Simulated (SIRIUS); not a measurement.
# Au (Fm-3m) in SIRIUS: reference runs, part 2 of 2

SIRIUS 7.10.0. The steps go on from the part before.

### 3 Single point, PBEsol (cell strained at random at fixed volume)

File sirius.json:

```json
{
  "control": {
    "processing_unit": "cpu",
    "verbosity": 2,
    "num_bands_to_print": 17,
    "print_forces": true,
    "print_stress": true
  },
  "parameters": {
    "electronic_structure_method": "pseudopotential",
    "xc_functionals": ["XC_GGA_X_PBE_SOL", "XC_GGA_C_PBE_SOL"],
    "gk_cutoff": 8.8,
    "pw_cutoff": 17.6,
    "ngridk": [11, 11, 11],
    "shiftk": [0, 0, 0],
    "smearing": "fermi_dirac",
    "smearing_width": 0.0018374661,
    "num_bands": 17,
    "num_mag_dims": 0,
    "num_dft_iter": 100,
    "energy_tol": 1e-08,
    "density_tol": 1e-06
  },
  "iterative_solver": {
    "type": "davidson",
    "min_tolerance": 1e-09,
    "tolerance_scale": [0.1, 0.25]
  },
  "mixer": {
    "type": "anderson",
    "beta": 0.7,
    "max_history": 8
  },
  "settings": {
    "tol_ne": 1e-10,
    "pseudo_grid_cutoff": 6.5
  },
  "unit_cell": {
    "lattice_vectors": [
      [0.112472719485, 3.841405030521, 3.824620483082],
      [3.898208308101, 0.056967683753, 3.880127408541],
      [3.919541426322, 3.918243184475, 0.035634565532]
    ],
    "atom_coordinate_units": "lattice",
    "atom_types": ["Au"],
    "atom_files": {
      "Au": "Au.json"
    },
    "atoms": {
      "Au": [
        [-0.001896, -0.004175, 0.01853]
      ]
    }
  }
}
```

Potentials or basis: PseudoDojo 0.4.1 PBEsol standard (scalar relativistic).

Run with:

```bash
$ upf_to_json Au.upf
$ OMP_NUM_THREADS=1 sirius.scf --input=sirius.json --output=out.json --task=0
```

Output:

```text
[info] SIRIUS version : 7.10.0
[info] number of MPI ranks           : 1
[info] MPI grid                      : 1 1
[info] maximum number of OMP threads : 1
[fft] FFT context for density and potential
[fft] =====================================
[fft]   comm size                             : 1
[fft]   plane wave cutoff                     : 17.6
[fft]   grid size                             : 36 36 36   total : 46656
[fft]   grid limits                           : -17 18   -17 18   -17 18
[fft]   number of G-vectors within the cutoff : 5238
[fft]   local number of G-vectors             : 5238
[fft]   number of G-shells                    : 5238
[fft] FFT context for coarse grid
[fft] =====================================
[fft]   comm size                             : 1
[fft]   plane wave cutoff                     : 17.6
[fft]   grid size                             : 36 36 36   total : 46656
[fft]   grid limits                           : -17 18   -17 18   -17 18
[fft]   number of G-vectors within the cutoff : 5238
[fft]   local number of G-vectors             : 5238
[fft]   number of G-shells                    : 5238
[unit cell] lattice vectors
[unit cell]   a1 :       0.1124727195      3.8414050305      3.8246204831
[unit cell]   a2 :       3.8982083081      0.0569676838      3.8801274085
[unit cell]   a3 :       3.9195414263      3.9182431845      0.0356345655
[unit cell] reciprocal lattice vectors
[unit cell]   b1 :      -0.8397294986      0.8324463517      0.8314206282
[unit cell]   b2 :       0.8202655977     -0.8278802209      0.8073914148
[unit cell]   b3 :       0.8113361880      0.7994869066     -0.8268549066
[unit cell] unit cell volume :       113.74173245 [a.u.^3]
[unit cell] 1/sqrt(omega)    :         0.09376485
[unit cell] MT volume        :         0.00000000 ( 0.00%)
[unit cell] IT volume        :       113.74173245 (100.00%)
[unit cell] number of atom types : 1
[unit cell] type id : 0 symbol : Au mt_radius :  13.390000 num_atoms : 1
[unit cell] total number of atoms : 1
[unit cell] number of symmetry classes : 1
[unit cell] number of PAW atoms : 0
[unit cell] atom id  type id  class id             position                      vector_field
[unit cell] ------------------------------------------------------------------------------------------
[unit cell]      0        0        0     -0.00190  -0.00417   0.01853      0.00000   0.00000   0.00000
[unit cell] atom id         position (Cartesian, a.u.)
[unit cell] ---------------------------------------------
[unit cell]      0       0.056141    0.065084   -0.022791
[... 258 lines left out ...]
[find] +------------------------------+
[find] | SCF iteration  10 out of 100|
[find] +------------------------------+
[diagonalize] iterative solver tolerance (occupied, empty): 1.40192e-09 1.40192e-09
[diagonalize] average number of iterations: 2.22372
[diagonalize] Lowest band energies
[diagonalize] ik:    0   -3.119491   -1.326206   -1.326060   -1.325878    0.395132    0.583107    0.588985    0.598206    0.647686    0.649516    1.292836    1.419963    1.441889    1.470381    1.624473    1.773884    1.788679
[diagonalize] ik:    1   -3.119448   -1.326632   -1.326313   -1.326188    0.406414    0.587361    0.593293    0.594541    0.645198    0.646947    1.307496    1.403773    1.434356    1.454605    1.656604    1.726061    1.744788
[diagonalize] ik:    2   -3.119333   -1.328619   -1.326625   -1.326538    0.437504    0.585736    0.596155    0.604073    0.642992    0.644286    1.294121    1.335503    1.465489    1.483867    1.579687    1.641333    1.659631
[diagonalize] ik:    3   -3.119182   -1.331208   -1.327029   -1.326992    0.475018    0.592096    0.596367    0.605083    0.654232    0.656185    1.167328    1.326542    1.470413    1.486734    1.570623    1.595762    1.610220
[diagonalize] ik:    4   -3.119043   -1.333568   -1.327419   -1.327390    0.492717    0.589267    0.598086    0.640574    0.675486    0.678802    1.032721    1.290343    1.416422    1.431515    1.624227    1.633522    1.646802
[diagonalize] ...
[diagonalize] ik:  661   -3.118893   -1.333522   -1.329666   -1.329118    0.511187    0.522372    0.657679    0.680081    0.702224    0.816495    0.998208    1.112403    1.141367    1.451139    1.507755    1.741032    1.911293
[diagonalize] ik:  662   -3.118928   -1.332586   -1.330050   -1.328907    0.526724    0.539360    0.611989    0.661744    0.693202    0.806442    1.017244    1.126426    1.175736    1.449680    1.581473    1.711635    1.846708
[diagonalize] ik:  663   -3.118971   -1.332576   -1.329740   -1.328245    0.532399    0.563812    0.588498    0.632813    0.688286    0.797808    0.965933    1.199216    1.241149    1.420031    1.640351    1.744725    1.770267
[diagonalize] ik:  664   -3.119010   -1.333505   -1.328531   -1.327636    0.512736    0.575136    0.608655    0.621991    0.687646    0.783722    0.911287    1.262429    1.307705    1.394182    1.653688    1.717368    1.795668
[diagonalize] ik:  665   -3.119031   -1.334156   -1.327618   -1.327392    0.497646    0.578604    0.602119    0.653758    0.693928    0.761632    0.879630    1.278810    1.352776    1.398314    1.685483    1.688178    1.759072
[find] Charges and magnetic moments
[find] --------------------------------------------------------------------------------
[find] total charge          : 19.000000
[find] Energy
[find] --------------------------------------------------------------------------------
[find] valence_eval_sum               :      -7.54063651
[find] <rho|V^{XC}>                   :     -18.64029474
[find] <rho|E^{XC}>                   :     -25.13604918
[find] <mag|B^{XC}>                   :       0.00000000
[find] <rho|V^{H}>                    :      51.61227591
[find] one-electron contribution      :     -40.51261768 (Ha),     -81.02523536 (Ry)
[find] hartree contribution           :      25.80613795
[find] xc contribution                :     -25.13604918
[find] ewald contribution             :    -107.57979519
[find] PAW contribution               :       0.00000000
[find] smearing (-TS)                 :      -0.00007222
[find] SCF correction                 :       0.00000042
[find] Total energy                   :    -147.42232368 (Ha),    -294.84464736 (Ry)
[find] Free energy (E-TS)             :    -147.42239590 (Ha),    -294.84479179 (Ry)
[find] band gap (eV)                  :       0.00000000
[find] Efermi                         :       0.76405021
[find] iteration : 10, RMS : 1.210556017386e-08, energy difference : 3.169020601490e-11
[find] Hartree energy of density residual : 1.605444498271e-14
[find] bands are converged : true
[find] iterative solver converged : true
[find] converged after 11 SCF iterations!
[find] Charges and magnetic moments
[find] --------------------------------------------------------------------------------
[find] total charge          : 19.000000
[find] Energy
[find] --------------------------------------------------------------------------------
[find] valence_eval_sum               :      -7.54063651
[find] <rho|V^{XC}>                   :     -18.64029474
[find] <rho|E^{XC}>                   :     -25.13604918
[find] <mag|B^{XC}>                   :       0.00000000
[find] <rho|V^{H}>                    :      51.61227591
[find] one-electron contribution      :     -40.51261768 (Ha),     -81.02523536 (Ry)
[find] hartree contribution           :      25.80613795
[find] xc contribution                :     -25.13604918
[find] ewald contribution             :    -107.57979519
[find] PAW contribution               :       0.00000000
[find] smearing (-TS)                 :      -0.00007222
[find] SCF correction                 :       0.00000042
[find] Total energy                   :    -147.42232368 (Ha),    -294.84464736 (Ry)
[find] Free energy (E-TS)             :    -147.42239590 (Ha),    -294.84479179 (Ry)
[find] band gap (eV)                  :       0.00000000
[find] Efermi                         :       0.76405021
[ground_state] === stress tensor components [kbar] ===
[ground_state] === stress_kin ===
[ground_state] -73333.288165  -30.382207  -19.528391
[ground_state]   -30.382207-73334.265012    4.133644
[ground_state]   -19.528391    4.133644-73333.856287
[ground_state] === stress_har ===
[ground_state] -22275.457756 1058.102486  725.458734
[ground_state]  1058.102486-22246.477924  -88.930908
[ground_state]   725.458734  -88.930908-22229.526207
[ground_state] === stress_ewald ===
[ground_state] 92710.389836 1958.921182 1345.091375
[ground_state]  1958.92118292769.206394 -176.130752
[ground_state]  1345.091375 -176.13075292791.744147
[ground_state] === stress_vloc ===
[ground_state]  1593.775509-2971.819950-2040.042829
[ground_state] -2971.819950 1508.423044  259.356574
[ground_state] -2040.042829  259.356574 1468.988445
[ground_state] === stress_xc ===
[ground_state] -16612.403223    0.762411    0.530363
[ground_state]     0.762411-16612.381906   -0.080979
[ground_state]     0.530363   -0.080979-16612.400611
[ground_state] === stress_core ===
[ground_state] 32228.504802    0.010050   -0.015675
[ground_state]     0.01005032228.548115    0.031508
[ground_state]    -0.015675    0.03150832228.551153
[ground_state] === stress_nonloc ===
[ground_state] -14327.270492    4.128898    2.898290
[ground_state]     4.128898-14327.247393   -0.651381
[ground_state]     2.898290   -0.651381-14327.327957
[ground_state] === stress_us_nl ===
[ground_state] -14327.270492    4.128898    2.898290
[ground_state]     4.128898-14327.247393   -0.651381
[ground_state]     2.898290   -0.651381-14327.327957
[ground_state] === stress_total ===
[ground_state]   -15.749489   19.722870   14.391868
[ground_state]    19.722870  -14.194684   -2.272294
[ground_state]    14.391868   -2.272294  -13.827316
[ground_state] ==== total Forces in Ha/bohr =====
[ground_state] atom:    0, force:       0.0000000      0.0000000      0.0000000
[... 8 lines left out ...]
[ground_state] ==== Ewald forces from ions =====
[ground_state] atom:    0, force:       0.0000000      0.0000000      0.0000000
[~DFT_ground_state] local op. applied: 281163
[~DFT_ground_state] evp. work count: 66454.7
[~DFT_ground_state] number of iterative solver steps: 19507
```

Wall time 4.3 min (1 thread of Arm Neoverse V2, shared host); peak memory 1.4 GiB.

What came out:

| Item | Value |
| --- | --- |
| Free energy | -4011.5678 eV |
| Pressure | 1.5 GPa |
| Band gap on the k mesh | none (metal or under the smearing width) |
